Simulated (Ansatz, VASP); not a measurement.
# Cu: VASP beside Ansatz

INCAR

```
SYSTEM = Cu
PREC     = Accurate       ! precision mode
ENCUT    = 520            ! plane-wave cutoff, eV
EDIFF    = 1E-7           ! SCF threshold, eV
ISMEAR   = -1             ! smearing method
SIGMA    = 0.05           ! smearing width, eV
LREAL    = .False.        ! projectors in reciprocal space
LASPH    = .True.         ! aspherical terms in the spheres
NELM     = 80             ! most SCF steps
ALGO     = Normal         ! electronic algorithm
ISIF     = 2              ! what is computed and relaxed
LWAVE    = .False.        ! write WAVECAR
LCHARG   = .False.        ! write CHGCAR
NBANDS   = 18             ! bands
```

File KPOINTS:

```
Automatic mesh
0
Gamma
  6 6 6
  0 0 0
```

POSCAR

```
Cu
1.0
    1.2184636900     -3.9763780104      0.0000000000
    1.2184636900      3.9763780104      0.0000000000
    0.0000000000      0.0000000000      2.4754955235
Cu
2
Direct
    0.8661333500      0.1338666500      0.7500000000
    0.1338666500      0.8661333500      0.2500000000
```

Contents of input.yaml:

```yaml
crystal:
  lattice:
    - [1.21846369, -3.9763780104, 0.0]
    - [1.21846369, 3.9763780104, 0.0]
    - [0.0, 0.0, 2.4754955235]
  atoms:
    - { symbol: Cu, position: [0.86613335, 0.13386665, 0.75] }
    - { symbol: Cu, position: [0.13386665, 0.86613335, 0.25] }
hamiltonian:
  xc: lda
  pseudopotentials: { kind: paw }
kpoints:
  mp_grid: { grid: [6, 6, 6] }
  band_path:
    path:
      - [[0.0, 0.0, 0.0], [0.2734741495, 0.2734741495, 0.0], [0.0, 0.5, 0.0], [0.0, 0.5, 0.5], [0.2734741495, 0.2734741495, 0.5], [0.0, 0.0, 0.5], [0.0, 0.0, 0.0], [-0.5, 0.5, 0.0], [-0.2734741495, 0.7265258505, 0.0], [-0.2734741495, 0.7265258505, 0.5], [-0.5, 0.5, 0.5], [-0.5, 0.5, 0.0]]
      - [[0.0, 0.0, 0.5], [-0.5, 0.5, 0.5]]
    npoints: 14
scf:
  occupations: { method: fermi_dirac, width: 0.05 }
  n_extra_bands: 6
output:
  forces: true
  stress: true
  eigenvalues: true
  fatbands: true
```

This isn't the form of Cu at room conditions, which is fcc.

Alike in both runs: functional LDA; k mesh 6 × 6 × 6; occupations fermi-dirac, width 0.05 eV; no spin polarisation.

|  | VASP | Ansatz |
| --- | --- | --- |
| version | VASP 6.6.1 | Ansatz 0.2.0 |
| potentials or method | VASP PAW LDA potentials, release 64 (Cu) | Ansatz PAW |
| plane-wave cutoff (eV) | 520 | 420 |
| valence electrons in the cell | 22 | 38 |
| task | single point | band structure |

```csv
,VASP,Ansatz,Ansatz less VASP
gap on the k mesh at the Fermi level (eV),none,none,-
pressure (GPa),-6.8,-7.6,-0.76
largest component of the traceless stress (GPa),1.37,1.30,-0.066
rms of the force components (eV/Å),0.018,0.021,+0.0033
```

Atom by atom the forces differ by 0.003 eV/Å (rms over components). A gap of «none» marks a metal or a gap that the smearing closes. The two sets of potentials don't hold the same shells in valence.

Caveats: the k mesh is coarse (spacing up to 0.45 Å⁻¹), so the values aren't converged; the PAW data sets come from PBE, with cores solved anew for the run's functional, which leaves a small shift of forces and pressure (Ansatz).
